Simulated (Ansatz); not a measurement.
# CuO (Cc) in Ansatz: a series of runs

Aim: see how the results for CuO move with the level of theory and the settings. Levels: PBE, PBEsol, LDA. Tasks: relaxation of cell and atoms.

Everything below comes from runs of Ansatz 0.2.0. Logs are shortened: lines on timing, memory, paths and dates and some standing lists are left out, and cuts for length are marked.

**1. The structure**

Symmetry: Cc, No. 9, monoclinic system. The conventional cell has a = 4.689 Å, b = 3.427 Å, c = 5.132 Å, α = 90.00°, β = 99.65°, γ = 90.00°. Around Cu (site symmetry 1) lie 4 O at 1.91 to 2.02 Å. O (site symmetry 1) has 4 Cu at 1.91 to 2.02 Å as nearest neighbours.

**2. Relaxation of cell and atoms, PBE**

File input.yaml:

```yaml
crystal:
  lattice:
    - [2.34464976, -1.71339982, 0.0]
    - [2.34464976, 1.71339982, 0.0]
    - [-0.86054991, 0.0, 5.05943948]
  atoms:
    - { symbol: Cu, position: [0.0032, 0.4968, 0.0] }
    - { symbol: Cu, position: [0.4968, 0.0032, 0.5] }
    - { symbol: O, position: [0.5714, 0.4056, 0.2537] }
    - { symbol: O, position: [0.4056, 0.5714, 0.7537] }
kpoints:
  mp_grid: { grid: [8, 8, 4] }
scf:
  occupations: { method: fermi_dirac, width: 0.05 }
hamiltonian:
  xc: pbe
  pseudopotentials: { kind: all_electron, lapw: { basis_error: 0.002 } }
output:
  forces: true
  stress: true
relax:
  f_tol: 0.005
  max_steps: 60
  cell: {}
```

Potentials or basis: all-electron LAPW, scalar-relativistic.

Launch:

```console
ansatz run input.yaml --threads 2 --pin off --max-ram 6144MiB --backend cpu --events-out ev --progress --plain --runs-dir out
```

The log of the run:

```text
Warning: RAYON_NUM_THREADS=2 ignored (pool sized by the plan → 2); use --threads N
The last accepted step is kept in <dir> (removed where the run ends without a failure and the disk answers)
LAPW: plane waves up to 10.930 Å⁻¹, error target 2.0e-3 eV per atom; small_component_spin mean_spin; O in spheres of 0.825 Å, 8 of its electrons in bands, Dirac shells []; Cu in spheres of 1.025 Å, 19 of its electrons in bands, Dirac shells [] (how accurate: hamiltonian.pseudopotentials.lapw.basis_error, Limitations)
Engine: ansatz 0.2.0, aarch64-unknown-linux-gnu
Pseudopotentials: kind: all_electron
Pseudopotential: Cu, LAPW, valence charge 19, lapw/all_electron/scalar/gaussian/Cu, Koelling and Harmon's equation, gaussian nucleus
Pseudopotential: O, LAPW, valence charge 8, lapw/all_electron/scalar/gaussian/O, Koelling and Harmon's equation, gaussian nucleus
Functional definition: PBE
  parameter kappa = 0.804
  parameter beta = 0.06672455060314922
  exchange = pbe_x(kappa = kappa, mu = beta*pi^2/3)
  correlation = pbe_c(beta = beta)
Crystal: 4 atoms, lattice volume = 40.651 Å³
Basis set: ecut = 455.1512654242258 eV, 877 PW (Γ), exchange–correlation at level 2
Bands: 33, of which v1, the nominal top of the filled ones, is band 27 counted from 1 (26 counted from 0)
Symmetry: 2 space group operations
Space group: Cc (ITA 9), of the structure as read, at distance tolerance 3.4e-5 Å
k-points: 78 of 256 (time reversal used)
Non-local potential: Cu, projectors of the file, none
Non-local potential: O, projectors of the file, none
Initial density: superposition of atomic densities (chi_scale 0.1, normalization cell, long waves kept (reshape's long-wave potential 0.00 eV rms))
Initial wavefunctions: plane waves of lowest kinetic energy (no species holds an atomic orbital)
Functional: x = pbe(κ = 0.804, μ = 0.2195149727645171), c = pbe(β = 0.06672455060314922)
iter 1 solved again at ethr=2.50e-2 eV; its pass at ethr=1.00e-1 eV (dr2=1.35e1 eV) is discarded
SCF iter   1: F=—  HF=-94168.559459 eV  |F-HF|=—  |Δ(HF+E_count)|=         —  Δρ=1.72e-1  dr2=1.35e1  ethr=2.50e-2  ⟨swp⟩=2.0  Hψ=16283  notcnv=0
preconditioner: auto → Kerker (q_TF=auto, 2.861 Å⁻¹)  [metal: Δε(μ)=0.005 eV  Ē_g=11.954 eV  σ=0.050 eV  W_gap=0.03  n_scr=20 (ndim 8)  ℏωp=34.0 eV  f_vac=0.000  D(μ)=4.19/eV (n_scr^D=48)]
SCF iter   2: F=—  HF=-94168.312007 eV  |F-HF|=—  |Δ(HF+E_count)|=   2.47e-1  Δρ=8.91e-2  dr2=2.67e0  ethr=2.50e-2  ⟨swp⟩=2.7  Hψ=7836  notcnv=0
SCF iter   3: F=—  HF=-94162.634806 eV  |F-HF|=—  |Δ(HF+E_count)|=    5.68e0  Δρ=3.80e-2  dr2=7.69e-1  ethr=4.94e-3  ⟨swp⟩=3.0  Hψ=8449  notcnv=0
SCF iter   4: F=—  HF=-94162.473036 eV  |F-HF|=—  |Δ(HF+E_count)|=         —  Δρ=1.61e-2  dr2=1.39e-1  ethr=1.42e-3  ⟨swp⟩=2.0  Hψ=7872  notcnv=0
the basis was enlarged: its passes take 440.0 KiB over the memory plan, 2 of 2 planned eigensolver slots
iter 5 solved again at ethr=1.20e-5 eV; its pass at ethr=2.58e-4 eV (dr2=6.49e-3 eV) is discarded
SCF iter   5: F=—  HF=-94162.452684 eV  |F-HF|=—  |Δ(HF+E_count)|=   2.04e-2  Δρ=4.60e-3  dr2=6.48e-3  ethr=1.20e-5  ⟨swp⟩=2.0  Hψ=13146  notcnv=0
SCF iter   6: F=—  HF=-94162.452291 eV  |F-HF|=—  |Δ(HF+E_count)|=   3.93e-4  Δρ=1.68e-3  dr2=7.42e-4  ethr=1.20e-5  ⟨swp⟩=2.0  Hψ=7460  notcnv=0
[... 119 lines left out ...]
SCF 10 converged in 4 iterations: F = -94162.712550 eV  dr2 = 7.52e-10
relax step  10: F+E_penalty+E_count = -94162.71255034 eV  Δ(F+E_penalty+E_count) = -3.405e-5 eV  max|allowed force component| = 3.825e-5 eV/Å  Δτ_max = 0.0001 Å  P = +0.001 GPa  Ω = 44.776 Å³  (4 SCF iters, accepted)
Basis set: ecut = 426.74679181094547 eV, 845 PW (Γ), exchange–correlation at level 2
iter 1 solved again at ethr=4.08e-11 eV; its pass at ethr=1.00e-1 eV (dr2=2.20e-8 eV) is discarded
SCF iter   1: F=—  HF=-94162.712556 eV  |F-HF|=—  |Δ(HF+E_count)|=         —  Δρ=2.72e-5  dr2=8.42e-9  ethr=4.08e-11  ⟨swp⟩=5.1  Hψ=19738  notcnv=0  reapply=67
preconditioner: auto → LDOS  [metal: Δε(μ)=0.028 eV  Ē_g=12.020 eV  σ=0.050 eV  W_gap=0.14  n_scr=16 (ndim 8)  ℏωp=32.4 eV  f_vac=0.077  D(μ)=1.64/eV (n_scr^D=16)  β→1.0]
iter 2 solved again at ethr=1.07e-12 eV; its pass at ethr=1.56e-11 eV (dr2=5.80e-10 eV) is discarded
SCF iter   2: F=-94162.712564 eV  HF=-94162.712564 eV  |F-HF|=4.71e-9  |Δ(HF+E_count)|=   7.27e-6  Δρ=1.18e-6  dr2=5.80e-10  ethr=7.49e-12 (applied; sched 1.07e-12)  ⟨swp⟩=2.0  Hψ=14136  notcnv=0
SCF 11 converged in 2 iterations: F = -94162.712564 eV  dr2 = 5.80e-10
relax step  11: F+E_penalty+E_count = -94162.71256359 eV  Δ(F+E_penalty+E_count) = -1.325e-5 eV  max|allowed force component| = 3.838e-5 eV/Å  Δτ_max = 0.0000 Å  P = +0.001 GPa  Ω = 44.776 Å³  stress off target by 2.07e-2 GPa  SCF on the basis re-selected at this cell (its energy is not comparable with the rows above)  (2 SCF iters)
basis re-selected at this cell: Δ(F+E_penalty+E_count) = -1.325e-5 eV, ΔP = -0.000 GPa vs the last step (what re-selecting the basis moved, after the strain that the cell walked since its last selection, with what the two solves' SCF thresholds leave and, on support functions, any second-order correction that the steps lacked; it is no measure of the basis error at this ecutwfc). This SCF's stress stands 2.07e-2 GPa from its target on what of the cell is left free (relax.cell.stress_tol is 5.00e-2 GPa) and its largest allowed force component is 3.84e-5 eV/Å (relax.f_tol is 5.00e-3 eV/Å): within both
SCF converged after 2 iterations
Free energy (F): -94162.712564 eV
Harris-Foulkes:  -94162.712564 eV  (|F-HF|=4.71e-9)
Internal energy: -94162.698673 eV  (E = F + TS)
E sigma→0 (E₀):  -94162.705618 eV
Entropy (-TS):   -0.013891 eV (-3.473 meV/atom)
Fermi energy:    10.670488 eV
--- Per-component energies (eV) ---
  E_band       = -2921.251840
  E_kinetic    = 95703.908470
  E_xc         = -4142.875384
  E_electrostatic = -185723.731758  (all electrons and nuclei)
  E_smearing   = -0.013891  (= −TS)
  E_closure    = 0.000000  (closes the sum)
  E_atoms      = -94142.871920  (free atoms, spherical and without spin; not in F)
  Σ components = -94162.712564   (vs F -94162.712564, Δ=0.00e0)
  Basis errors (estimates in eV, not in F): energy 8.5e-4 per atom: plane waves 7.6e-4 (4.6e-4 summed), levels above the bands 7.9e-94, relativity 2.2e-7, radial functions 8.5e-5, core shells 9.9e-9; eigenvalues (radial functions only) 8.5e-6; not estimated: angular momenta, meshes, grids; target (lapw.basis_error) 2.0e-3; muffin-tin radii O 0.852 Å, Cu 1.059 Å
--- Forces (eV/Å), atoms counted from 1 ---
  atom   1  Cu    -0.00001060     0.00003838    -0.00000060
  atom   2  Cu    -0.00001060    -0.00003838    -0.00000060
  atom   3  O      0.00001088     0.00002333     0.00000084
  atom   4  O      0.00001088    -0.00002333     0.00000084
  max |Σ_I F_I| component: 5.70e-7 eV/Å
--- Stress (GPa, compression-positive) ---
       -0.014751       0.000000      -0.001010
        0.000000       0.020653       0.000000
       -0.001010       0.000000      -0.001698
  P = ⅓ Tr σ = 0.0014 GPa (0.014 kbar)
--- Relaxed structure (9 steps of the walk, 9 accepted, 2 SCFs on fresh bases) ---
  F+E_penalty+E_count = -94162.71256359 eV   max|allowed force component| = 3.838e-5 eV/Å   (the final SCF, on the basis selected at the relaxed cell)
  cell:  # Å, volume = 44.7762 Å³
    - [2.0800555310774698, -2.08164152425695, 0.1649391206771093]
    - [2.0800555310774698, 2.08164152425695, 0.1649391206771093]
    - [-0.40752018378790517, 0.0, 5.138232137582903]
  atoms:
    - { symbol: Cu, position: [-0.005749054822959563, 0.4942487918149447, 0.0018499966257312997] }
    - { symbol: Cu, position: [0.4942487918149446, -0.005749054822959655, 0.5018499966257314] }
    - { symbol: O, position: [0.4942552054693525, 0.4942450575386628, 0.2518500033742687] }
    - { symbol: O, position: [0.4942450575386626, 0.49425520546935225, 0.751850003374269] }
```

Run time: 4.9 min. Hardware: 2 threads of Arm Neoverse V2, shared host; peak memory 0.55 GiB.

What came out:

```yaml
Free_energy: -94162.7126 eV
Relaxed_volume: 11.19 Å³/atom
Relaxed_cell: a = 2.947 Å, b = 2.947 Å, c = 5.154 Å, α = 90.00°, β = 90.00°, γ = 89.86°
Space_group_after_relaxing_to_0.05_Å: P4_2/mmc (No. 131)
Energy_gained_by_relaxing: 65.0 meV/atom
Ionic_steps: 11
Pressure_after_relaxing: 0.0 GPa
```

Step by step:
```
step  energy change (eV)  largest force (eV/Å)  volume (Å³)
   1              0.0000                0.7584        40.65
   2             -0.0765                0.5804        41.96
   3             -0.1515                0.3312        42.57
   4             -0.2207                0.0648        44.27
   5             -0.2415                0.1670        45.00
   6             -0.2533                0.0025        44.72
   7             -0.2533                0.0001        44.76
   8             -0.2596                0.0001        44.76
   9             -0.2601                0.0002        44.77
  10             -0.2601                0.0000        44.78
  11             -0.2602                0.0000        44.78
```

Final structure:
```
Cu O
1.0
     2.08006   -2.08164    0.16494
     2.08006    2.08164    0.16494
    -0.40752    0.00000    5.13823
Cu O
2 2
Direct
  0.99425 0.49425 0.00185
  0.49425 0.99425 0.50185
  0.49426 0.49425 0.25185
  0.49425 0.49426 0.75185
```

Caveat: the k mesh is thin for a metal, which can move the energy by tens of meV per atom; the run has no spin polarisation, though such a crystal can be magnetic.

**3. Relaxation of cell and atoms, PBEsol**

input.yaml: that of step 2 with these lines changed.

```diff
@@ -15,3 +15,3 @@
 hamiltonian:
-  xc: pbe
+  xc: pbesol
   pseudopotentials: { kind: all_electron, lapw: { basis_error: 0.002 } }
```

Potentials or basis: all-electron LAPW, scalar-relativistic.

Launch:

```console
ansatz run input.yaml --threads 2 --pin off --max-ram 6144MiB --backend cpu --events-out ev --progress --plain --runs-dir out
```

Wall time 5.6 min (2 threads of Arm Neoverse V2, shared host); peak memory 0.55 GiB.

The run converged. Its results:

```
Free energy                            : -94076.7361 eV
Relaxed volume                         : 10.66 Å³/atom
Relaxed cell                           : a = 2.893 Å, b = 2.893 Å, c = 5.095 Å, α = 89.94°, β = 89.94°, γ = 89.88°
Space group after relaxing (to 0.05 Å) : P4_2/mmc (No. 131)
Energy gained by relaxing              : 50.4 meV/atom
Ionic steps                            : 12
Pressure after relaxing                : 0.0 GPa
Largest force after relaxing           : 0.003 eV/Å
```

Forces in eV/Å, atoms in the order of the input:
```
Cu   0.001  0.003  0.000
Cu   0.001 -0.003  0.000
O   -0.001 -0.002  0.000
O   -0.001  0.002  0.000
```

Step by step:
```csv
step,energy change (eV),largest force (eV/Å),volume (Å³)
1,0.0000,0.7627,40.65
2,-0.0427,0.6083,40.73
3,-0.1290,0.1187,41.30
4,-0.1581,0.1684,42.04
5,-0.1837,0.0972,41.87
6,-0.1939,0.0291,42.57
7,-0.1949,0.0016,42.62
8,-0.1950,0.0002,42.63
9,-0.2010,0.0002,42.63
10,-0.2016,0.0074,42.65
11,-0.2016,0.0030,42.65
12,-0.2016,0.0030,42.65
```

Final structure:
```
CELL_PARAMETERS angstrom
2.04146 -2.04358 0.16295
2.04146 2.04358 0.16295
-0.39765 0.00000 5.07955
ATOMIC_POSITIONS crystal
Cu 0.99432 0.49410 0.00185
Cu 0.49410 0.99432 0.50185
O 0.49379 0.49479 0.25185
O 0.49479 0.49379 0.75185
```

Caveat: the k mesh is thin for a metal, which can move the energy by tens of meV per atom; the run has no spin polarisation, though such a crystal can be magnetic. Zero-point motion and thermal expansion aren't in these numbers.

**4. Relaxation of cell and atoms, LDA**

input.yaml: that of step 3 with these lines changed.

```diff
@@ -15,3 +15,3 @@
 hamiltonian:
-  xc: pbesol
+  xc: lda
   pseudopotentials: { kind: all_electron, lapw: { basis_error: 0.002 } }
```

Launch:

```console
ansatz run input.yaml --threads 2 --pin off --max-ram 6144MiB --backend cpu --events-out ev --progress --plain --runs-dir out
```

Wall time 5.6 min (2 threads of Arm Neoverse V2, shared host); peak memory 0.61 GiB.

It converged, with:

```yaml
Free_energy: -93999.7709 eV
Relaxed_volume: 10.28 Å³/atom
Relaxed_cell: a = 2.853 Å, b = 2.853 Å, c = 5.048 Å, α = 90.00°, β = 90.00°, γ = 89.91°
Space_group_after_relaxing_to_0.05_Å: P4_2/mmc (No. 131)
Energy_gained_by_relaxing: 64.4 meV/atom
Ionic_steps: 13
Pressure_after_relaxing: 0.0 GPa
```

Step by step:
```tsv
step	energy change (eV)	largest force (eV/Å)	volume (Å³)
1	0.0000	0.7999	40.65
2	-0.0802	0.6431	39.84
3	-0.1631	0.1442	38.92
4	-0.2080	0.0248	40.10
5	-0.2387	0.1140	41.13
6	-0.2499	0.0005	41.02
7	-0.2508	0.0006	41.08
8	-0.2508	0.0001	41.09
9	-0.2569	0.0001	41.09
10	-0.2575	0.0005	41.10
11	-0.2575	0.0014	41.11
12	-0.2575	0.0001	41.11
13	-0.2576	0.0001	41.11
```

Final structure:
```
CELL_PARAMETERS angstrom
2.01299 -2.01620 0.15855
2.01299 2.01620 0.15855
-0.39669 0.00000 5.03278
ATOMIC_POSITIONS crystal
Cu 0.99425 0.49425 0.00185
Cu 0.49425 0.99425 0.50185
O 0.49426 0.49423 0.25185
O 0.49423 0.49426 0.75185
```

Caveat: the k mesh is thin for a metal, which can move the energy by tens of meV per atom; the run has no spin polarisation, though such a crystal can be magnetic.

**5. Overview**

```tsv
level	pressure (GPa)	relaxed volume (Å³/atom)
PBE	0.0	11.19
PBEsol	0.0	10.66
LDA	0.0	10.28
```

Alike in all rows: task relaxation of cell and atoms; potentials or basis all-electron LAPW, scalar-relativistic; no spin polarisation; cell relaxed; k mesh 8 × 8 × 4; smearing fermi-dirac 0.05 eV; basis error allowed 0.002 eV/atom.

Caveats: the k mesh is thin for a metal, which can move the energy by tens of meV per atom; the run has no spin polarisation, though such a crystal can be magnetic.

Compare energies only between runs with the same functional and basis.
